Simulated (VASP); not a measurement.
Wanted: the native input for a VASP 6.6.1 run.

```
Task                   : optical spectrum
Functional             : PBE
Potentials or basis    : VASP PAW PBE potentials, release 64 (In_d, As)
Cutoff                 : 520 eV
k mesh                 : 14 × 14 × 14
Occupations            : gaussian, width 0.02 eV
Spin                   : no spin polarisation
Further INCAR settings : ALGO = Normal; EDIFF = 1e-07; NBANDS = 57
```

The structure of InAs lies in POSCAR:

```
InAs                                    
1.0
    0.0000000000      3.0940583450      3.0940583450
    3.0940583450      0.0000000000      3.0940583450
    3.0940583450      3.0940583450      0.0000000000
  In              As            
     1     1
Direct
     0.0000000000000000    0.0000000000000000    0.0000000000000000
     0.2500000000000000    0.2500000000000000    0.2500000000000000
```

One way to write it, as run:

INCAR

```
SYSTEM = InAs
ALGO = Normal
CSHIFT = 0.1
EDIFF = 1E-7
ENCUT = 520
GGA = PE
ISIF = 2
ISMEAR = 0
LASPH = .TRUE.
LCHARG = .FALSE.
LOPTICS = .TRUE.
LREAL = .FALSE.
LWAVE = .FALSE.
NBANDS = 57
NEDOS = 2000
NELM = 80
PREC = Accurate
SIGMA = 0.02
```

KPOINTS

```
k-points
0
G
  14 14 14
  0 0 0
```

Potentials or basis: VASP PAW PBE potentials, release 64 (In_d, As).

Command:

```bash
$ cat potpaw_PBE.64/In_d/POTCAR potpaw_PBE.64/As/POTCAR > POTCAR
$ mpirun -np 1 vasp_std > vasp.out
```

Results of the run:

```json
{
 "Pressure": "0.0 GPa",
 "Band gap on the k mesh": "none (metal or under the smearing width)"
}
```

Caveat: independent-particle spectra lack excitons; the intraband (Drude) part of a metal's response may be missing; this crystal is a semiconductor, whose small gap the functional closes, so the metal is an error of the method.

Wall time 2.2 min on 1 thread of Intel(R) Xeon(R) 6975P-C (Granite Rapids), with other jobs on the host, peak memory 0.53 GiB.
